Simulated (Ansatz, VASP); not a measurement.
## Two plane-wave programs on Cs2Br3

INCAR

```
  PREC = Accurate
  ENCUT = 520
  EDIFF = 1E-6
  ISMEAR = 0
  SIGMA = 0.1
  LREAL = False
  LASPH = True
  NELM = 80
  ALGO = Normal
  ISIF = 2
  LWAVE = False
  LCHARG = False
  GGA = PE
  NBANDS = 50
```

The input KPOINTS:

```
regular mesh
0
Gamma
  3 3 3
```

POSCAR

```
Cs2Br3
1.0
    3.8727971156      2.2359604572      7.0490723307
   -3.8727971156      2.2359604572      7.0490723307
    0.0000000000     -4.4719209145      7.0490723307
Cs Br
4 6
Direct
    0.8521800000      0.8521800000      0.8521800000
    0.6478200000      0.6478200000      0.6478200000
    0.1478200000      0.1478200000      0.1478200000
    0.3521800000      0.3521800000      0.3521800000
    0.0562500000      0.4437500000      0.7500000000
    0.7500000000      0.0562500000      0.4437500000
    0.4437500000      0.7500000000      0.0562500000
    0.9437500000      0.5562500000      0.2500000000
    0.2500000000      0.9437500000      0.5562500000
    0.5562500000      0.2500000000      0.9437500000
```

Input for Ansatz:

```yaml
crystal:
  lattice:
    - [3.8727971156, 2.2359604572, 7.0490723307]
    - [-3.8727971156, 2.2359604572, 7.0490723307]
    - [0.0, -4.4719209145, 7.0490723307]
  atoms:
    - { symbol: Cs, position: [0.85218, 0.85218, 0.85218] }
    - { symbol: Cs, position: [0.64782, 0.64782, 0.64782] }
    - { symbol: Cs, position: [0.14782, 0.14782, 0.14782] }
    - { symbol: Cs, position: [0.35218, 0.35218, 0.35218] }
    - { symbol: Br, position: [0.05625, 0.44375, 0.75] }
    - { symbol: Br, position: [0.75, 0.05625, 0.44375] }
    - { symbol: Br, position: [0.44375, 0.75, 0.05625] }
    - { symbol: Br, position: [0.94375, 0.55625, 0.25] }
    - { symbol: Br, position: [0.25, 0.94375, 0.55625] }
    - { symbol: Br, position: [0.55625, 0.25, 0.94375] }
basis:
  ecutwfc: 420
kpoints:
  mp_grid: { grid: [3, 3, 3] }
hamiltonian:
  xc: pbe
scf:
  occupations: { method: gaussian, width: 0.1 }
  lower_state_search: "off"
output:
  forces: true
  stress: true
  eigenvalues: true
```

Alike in both runs: task single point; functional PBE; k mesh 3 × 3 × 3; occupations gaussian, width 0.1 eV; no spin polarisation.

|  | VASP | Ansatz |
| --- | --- | --- |
| version | VASP 6.6.1 | Ansatz 0.2.0 |
| potentials or method | VASP PAW PBE potentials, release 64 (Cs_sv, Br) | scalar-relativistic, plane waves, PAW |
| plane-wave cutoff (eV) | 520 | 420 |
| valence electrons in the cell | 78 | 78 |

|  | VASP | Ansatz | Ansatz less VASP |
| --- | --- | --- | --- |
| gap on the k mesh at the Fermi level (eV) | none | none | - |
| pressure (GPa) | 10.2 | 10.0 | -0.20 |
| largest component of the traceless stress (GPa) | 1.07 | 1.05 | -0.027 |
| rms of the force components (eV/Å) | 0.145 | 0.140 | -0.0056 |

Atom by atom the forces differ by 0.006 eV/Å (rms over components). A gap of «none» marks a metal or a gap that the smearing closes.

Spin-orbit coupling is left out, which matters for the levels of Cs.
